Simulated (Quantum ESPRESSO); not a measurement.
# TiC (Fm-3m) in Quantum ESPRESSO: further runs, part 2 of 2

Quantum ESPRESSO 7.5.

**3. Phonons, LDA, target pressure 10 GPa, at which the enthalpy is minimised**

Contents of pw.in:

```
&CONTROL
  calculation = 'scf'
  prefix = 'pwscf'
  outdir = './tmp'
  pseudo_dir = './pseudo'
  tprnfor = .true.
  tstress = .true.
  disk_io = 'low'
/
&SYSTEM
  ibrav = 0
  nat = 2
  ntyp = 2
  ecutwfc = 84
  nbnd = 14
  occupations = 'smearing'
  smearing = 'mv'
  degauss = 0.01469973
/
&ELECTRONS
  conv_thr = 4d-10
  electron_maxstep = 120
  mixing_beta = 0.5
/
ATOMIC_SPECIES
Ti    47.8670 Ti.upf
C     12.0110 C.upf
CELL_PARAMETERS angstrom
   0.0000000000    2.1657188437    2.1657188437
   2.1657188437    0.0000000000    2.1657188437
   2.1657188437    2.1657188437    0.0000000000
ATOMIC_POSITIONS crystal
Ti     0.0000000000    0.0000000000    0.0000000000
C      0.5000000000    0.5000000000    0.5000000000
K_POINTS automatic
9 9 9 0 0 0
```

Contents of relax.in:

```
&CONTROL
  calculation = 'vc-relax'
  prefix = 'pwscf'
  outdir = './tmp'
  pseudo_dir = './pseudo'
  tprnfor = .true.
  tstress = .true.
  disk_io = 'low'
  nstep = 40
  forc_conv_thr = 0.0001
  etot_conv_thr = 1d-06
/
&SYSTEM
  ibrav = 0
  nat = 2
  ntyp = 2
  ecutwfc = 84
  nbnd = 14
  occupations = 'smearing'
  smearing = 'mv'
  degauss = 0.01469973
/
&ELECTRONS
  conv_thr = 4d-10
  electron_maxstep = 120
  mixing_beta = 0.5
/
&IONS
  ion_dynamics = 'bfgs'
/
&CELL
  cell_dynamics = 'bfgs'
  press = 100
  press_conv_thr = 0.2
/
ATOMIC_SPECIES
Ti    47.8670 Ti.upf
C     12.0110 C.upf
CELL_PARAMETERS angstrom
   0.0000000000    2.1657188437    2.1657188437
   2.1657188437    0.0000000000    2.1657188437
   2.1657188437    2.1657188437    0.0000000000
ATOMIC_POSITIONS crystal
Ti     0.0000000000    0.0000000000    0.0000000000
C      0.5000000000    0.5000000000    0.5000000000
K_POINTS automatic
9 9 9 0 0 0
```

Contents of scf2.in:

```
&CONTROL
  calculation = 'scf'
  prefix = 'pwscf'
  outdir = './tmp'
  pseudo_dir = './pseudo'
  tprnfor = .true.
  tstress = .true.
  disk_io = 'low'
/
&SYSTEM
  ibrav = 0
  nat = 2
  ntyp = 2
  ecutwfc = 84
  nbnd = 14
  occupations = 'smearing'
  smearing = 'mv'
  degauss = 0.01469973
/
&ELECTRONS
  conv_thr = 1d-13
  electron_maxstep = 120
  mixing_beta = 0.5
  startingpot = 'file'
  startingwfc = 'file'
/
ATOMIC_SPECIES
Ti    47.8670 Ti.upf
C     12.0110 C.upf
CELL_PARAMETERS angstrom
   0.0000000000    2.1080477941    2.1080477941
   2.1080477941    0.0000000000    2.1080477941
   2.1080477941    2.1080477941    0.0000000000
ATOMIC_POSITIONS crystal
Ti     0.0000000000    0.0000000000    0.0000000000
C      0.5000000000    0.5000000000    0.5000000000
K_POINTS automatic
9 9 9 0 0 0
```

Contents of ph.in:

```
phonons of TiC
&INPUTPH
  prefix = 'pwscf'
  outdir = './tmp'
  tr2_ph = 1d-18
  fildyn = 'dyn'
  niter_ph = 90
  alpha_mix(1) = 0.4
/
0.0000000000 0.0000000000 0.0000000000
```

Contents of dynmat.in:

```
&INPUT
  fildyn = 'dyn'
  asr = 'crystal'
  filout = 'dynmat.disp'
  fileig = 'dynmat.eig'
/
```

Potentials or basis: PseudoDojo 0.4.1 SR LDA standard.

Command:

```bash
$ OMP_NUM_THREADS=1 pw.x -in pw.in > pw.out
$ OMP_NUM_THREADS=1 pw.x -in relax.in > relax.out
$ OMP_NUM_THREADS=1 pw.x -in scf2.in > scf2.out
$ OMP_NUM_THREADS=1 ph.x -in ph.in > ph.out
$ OMP_NUM_THREADS=1 dynmat.x -in dynmat.in > dynmat.out
```

pw.out:

```text
This program is part of the open-source Quantum ESPRESSO suite
     for quantum simulation of materials; please cite
[... 9 lines left out ...]
     --------------------
     sticks:   dense  smooth     PW     G-vecs:    dense   smooth      PW
     Sum         769     769    241                14211    14211    2421

     Using Slab Decomposition

     bravais-lattice index     =            0
     lattice parameter (alat)  =       5.7878  a.u.
     unit-cell volume          =     137.0985 (a.u.)^3
     number of atoms/cell      =            2
     number of atomic types    =            2
     number of electrons       =        16.00
     number of Kohn-Sham states=           14
     kinetic-energy cutoff     =      84.0000  Ry
     charge density cutoff     =     336.0000  Ry
     scf convergence threshold =      4.0E-10
     mixing beta               =       0.5000
     number of iterations used =            8  plain     mixing
     Exchange-correlation= SLA  PW   NOGX NOGC
                           (   1   4   0   0   0   0   0)

     celldm(1)=   5.787832  celldm(2)=   0.000000  celldm(3)=   0.000000
     celldm(4)=   0.000000  celldm(5)=   0.000000  celldm(6)=   0.000000

[... 8 lines left out ...]
               b(3) = (  0.707107  0.707107 -0.707107 )

     PseudoPot. # 1 for Ti read from file:
     Ti.upf
     Pseudo is Norm-conserving + core correction, Zval = 12.0
     Generated using ONCVPSP code by D. R. Hamann
     Using radial grid of 1568 points,  6 beta functions with:
                l(1) =   0
                l(2) =   0
                l(3) =   1
                l(4) =   1
                l(5) =   2
                l(6) =   2

[... 65 lines left out ...]
     Starting wfcs are   14 randomized atomic wfcs

     Self-consistent Calculation

     iteration #  1     ecut=    84.00 Ry     beta= 0.50
     Davidson diagonalization with overlap
     ethr =  1.00E-02,  avg # of iterations =  3.7

     total energy              =    -130.54393276 Ry
     estimated scf accuracy    <       0.79313051 Ry
[... 64 lines left out ...]
     iteration # 11     ecut=    84.00 Ry     beta= 0.50
     Davidson diagonalization with overlap
     ethr =  2.10E-11,  avg # of iterations =  2.1

     End of self-consistent calculation

          k = 0.0000 0.0000 0.0000 (  1807 PWs)   bands (ev):

   -41.5473 -17.8922 -17.8922 -17.8922   2.1904  15.0676  15.0676  15.0676
    16.1125  16.1125  16.1125  16.1649  16.1649  25.0031

          k = 0.0786 0.0786-0.0786 (  1796 PWs)   bands (ev):
[... 146 lines left out ...]
   -41.4506 -18.2726 -18.1555 -18.0123   5.2533  10.2266  11.3300  12.0962
    16.8630  17.1853  18.1811  20.0823  20.7272  26.6964

          k = 0.0000-0.3143 0.4714 (  1784 PWs)   bands (ev):

   -41.4593 -18.2642 -18.1285 -17.9816   5.1192  10.0687  11.5745  11.9912
    16.5859  17.5162  18.3620  19.3356  21.7114  26.6125

          k =-0.0786-0.5500 0.7071 (  1769 PWs)   bands (ev):
[... 11 lines left out ...]
   -41.4460 -18.2405 -18.1763 -18.0579   5.1046  10.8924  11.4236  11.9493
    16.8386  17.3868  18.0202  19.4367  20.1570  28.0747

     the Fermi energy is    14.4208 ev

!    total energy              =    -130.89375677 Ry
     estimated scf accuracy    <          1.6E-11 Ry
     smearing contrib. (-TS)   =      -0.00002059 Ry
     internal energy E=F+TS    =    -130.89373618 Ry

     The total energy is F=E-TS. E is the sum of the following terms:
     one-electron contribution =     -29.73701068 Ry
     hartree contribution      =      22.80261748 Ry
     xc contribution           =     -21.55633280 Ry
     ewald contribution        =    -102.40301018 Ry

     convergence has been achieved in  11 iterations

     Forces acting on atoms (cartesian axes, Ry/au):

     atom    1 type  1   force =     0.00000000   -0.00000000   -0.00000000
     atom    2 type  2   force =    -0.00000000    0.00000000    0.00000000

     Total force =     0.000000     Total SCF correction =     0.000000

     Computing stress (Cartesian axis) and pressure

          total   stress  (Ry/bohr**3)                   (kbar)     P=     -122.82
  -0.00083493  -0.00000000   0.00000000         -122.82       -0.00        0.00
  -0.00000000  -0.00083493   0.00000000           -0.00     -122.82        0.00
   0.00000000   0.00000000  -0.00083493            0.00        0.00     -122.82

=------------------------------------------------------------------------------=
   JOB DONE.
=------------------------------------------------------------------------------=
```

relax.out:

```text
This program is part of the open-source Quantum ESPRESSO suite
     for quantum simulation of materials; please cite
[... 9 lines left out ...]
     --------------------
     sticks:   dense  smooth     PW     G-vecs:    dense   smooth      PW
     Sum         769     769    241                14211    14211    2421
[... 1965 lines left out ...]
   0.00067748   0.00000000   0.00000000           99.66        0.00        0.00
   0.00000000   0.00067748   0.00000000            0.00       99.66        0.00
   0.00000000   0.00000000   0.00067748            0.00        0.00       99.66

=------------------------------------------------------------------------------=
   JOB DONE.
=------------------------------------------------------------------------------=
```

Run time: 4.4 min. Hardware: 1 thread of Intel Xeon Platinum 8375C at 2.90GHz (Ice Lake), shared host; peak memory 0.06 GiB.

Results:

```yaml
Free_energy: -1780.9186 eV
Relaxed_volume: 9.37 Å³/atom
Relaxed_cell: a = 2.981 Å, b = 2.981 Å, c = 2.981 Å, α = 60.00°, β = 60.00°, γ = 60.00°
Space_group_after_relaxing_to_0.05_Å: Fm-3m (No. 225)
Pressure_after_relaxing: 10.0 GPa
Band_gap_on_the_k_mesh: none (metal or under the smearing width)
Highest_phonon_frequency_at_Γ: 594 cm⁻¹
```

Step by step:
| step | energy change (eV) | largest force (eV/Å) | pressure (GPa) | volume (Å³) |
| --- | --- | --- | --- | --- |
| 1 | 0.0000 | 0.0000 | -12.28 | 20.32 |
| 2 | 0.0447 | 0.0000 | 21.96 | 18.09 |
| 3 | -0.0231 | 0.0000 | 8.70 | 18.81 |
| 4 | -0.0189 | 0.0000 | 9.94 | 18.74 |
| 5 | -0.0186 | 0.0000 | 10.00 | 18.74 |

Final structure:
```
Ti C
1.0
     0.00000    2.10805    2.10805
     2.10805    0.00000    2.10805
     2.10805    2.10805    0.00000
Ti C
1 1
Direct
  0.00000 0.00000 0.00000
  0.50000 0.50000 0.50000
```

Levels at points of the mesh, in eV from the Fermi level:
| k point | band 5 | band 6 | band 7 | band 8 | band 9 | band 10 | band 11 | band 12 |
| --- | --- | --- | --- | --- | --- | --- | --- | --- |
| (0.00, 0.00, 0.00) | -12.60 | 0.66 | 0.66 | 0.66 | 1.79 | 1.79 | 1.79 | 1.91 |

Phonon frequencies in cm⁻¹ (negative: imaginary):
| q point | frequencies |
| --- | --- |
| (0.000, 0.000, 0.000) | 1 1 1 594 594 594 |

Optical modes at Γ, degenerate ones joined:
```csv
cm⁻¹,components,symmetry,active in
594,3,T1u,IR
```

Caveat: the mesh is thin for the phonons of a metal; the cell is more than 3 GPa from zero pressure, which shifts response properties.
